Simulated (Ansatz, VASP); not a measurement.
# One calculation of BaH2, two programs

```
CELL_PARAMETERS angstrom
4.46203 0.00000 0.00000
-2.23101 3.86423 0.00000
0.00000 0.00000 6.05529
ATOMIC_POSITIONS crystal
Ba 0.33096 0.66817 0.25348
Ba 0.66834 0.33550 0.75552
H 0.99525 0.99406 0.99873
H 0.99374 0.99517 0.49997
H 0.66771 0.33421 0.25824
H 0.32475 0.64893 0.74858
```

Change from the starting cell: atoms moved at random, drawn with an rms of 0.05 Å.

Alike in both runs: task single point; functional PBEsol; k mesh 7 × 7 × 5; occupations fermi-dirac, width 0.05 eV; no spin polarisation.

|  | VASP | Ansatz |
| --- | --- | --- |
| version | VASP 6.6.1 | Ansatz 0.2.0 |
| potentials or method | VASP PAW PBE potentials, release 64 (Ba_sv, H) | Ansatz PAW |
| plane-wave cutoff (eV) | 520 | 420 |
| valence electrons in the cell | 24 | 24 |

```tsv
	VASP	Ansatz	Ansatz less VASP
gap on the k mesh at the Fermi level (eV)	1.65	1.77	+0.125
least direct gap on the mesh (eV)	2.50	2.65	+0.142
pressure (GPa)	-1.7	-2.3	-0.57
largest component of the traceless stress (GPa)	0.26	0.22	-0.033
rms of the force components (eV/Å)	0.070	0.068	-0.0023
```

Atom by atom the forces differ by 0.003 eV/Å (rms over components). With one functional, cell and mesh, what is left measures potentials, basis and numerics.

Caveats: spin-orbit coupling is left out, which moves the levels of the heavy elements; the PAW data sets were made with another functional, which shifts forces and pressure a little (VASP); an odd mesh through Γ misses points on the zone boundary, where band edges often lie (VASP); odd divisions of the mesh miss points on the zone boundary, where band edges often lie, so the gap on the mesh can be too wide (Ansatz); the PAW data sets come from PBE, with cores solved anew for the run's functional, which leaves a small shift of forces and pressure (Ansatz).
